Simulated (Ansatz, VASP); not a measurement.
## Two plane-wave programs on BN

```
B N
1.0
     2.63707    0.00000    0.00000
    -1.31854    2.28377    0.00000
     0.00000    0.00000    4.36079
B N
2 2
Direct
  0.66667 0.33333 0.00023
  0.33333 0.66667 0.50023
  0.66667 0.33333 0.62477
  0.33333 0.66667 0.12477
```

Alike in both runs: functional PBE; k mesh 12 × 12 × 6; occupations gaussian, width 0.02 eV; no spin polarisation.

Ansatz relaxed the structure, and its values are those at the end. VASP's run is a single point on that final structure, the one shown.

|  | VASP | Ansatz |
| --- | --- | --- |
| version | VASP 6.6.1 | Ansatz 0.2.0 |
| potentials or method | VASP PAW PBE potentials, release 64 (B, N) | scalar-relativistic, plane waves, PAW |
| plane-wave cutoff (eV) | 520 | 420 |
| valence electrons in the cell | 16 | 16 |

VASP gave:

| Property | Result |
| --- | --- |
| gap on the k mesh at the Fermi level (eV) | 5.38 |
| least direct gap on the mesh (eV) | 7.76 |

Problem. Which values does Ansatz return?

Solution. gap on the k mesh at the Fermi level (eV): 5.40; least direct gap on the mesh (eV): 7.76.

The functional is the same, so the differences come from potentials, cutoffs and numerics.

 A k mesh can miss the band edges. PBE gaps usually lie below the measured ones, often by a third to a half.
